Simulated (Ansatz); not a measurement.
BP in Ansatz: the effect of functional

BP:

```xyz
2
Lattice="0.0000 2.2690 2.2690 2.2690 0.0000 2.2690 2.2690 2.2690 0.0000" Properties=species:S:1:pos:R:3 pbc="T T T"
P     3.4035    3.4035    3.4035
B     0.0000    0.0000    0.0000
```

Alike in all runs:

| Quantity | Value |
| --- | --- |
| Program | Ansatz 0.2.0 |
| Task | single point |
| Potentials or basis | all-electron PAW datasets made for the crystal |
| k mesh | 8 × 8 × 8 |
| Occupations | fermi-dirac, width 0.05 eV |
| Spin | no spin polarisation |

| functional | cutoff | gap on the mesh (eV) | pressure (GPa) |
| --- | --- | --- | --- |
| PBE | 280 eV (chosen from the basis error) | 1.28 | 1.1 |
| HSE06 | 310 eV (chosen from the basis error) | 2.00 | -1.7 |
| PBE0 | 310 eV (chosen from the basis error) | ? | ? |

Problem. What does the run with functional PBE0 give?

Solution. gap on the mesh 2.69 eV; pressure -1.8 GPa.

A k mesh can miss the band edges.
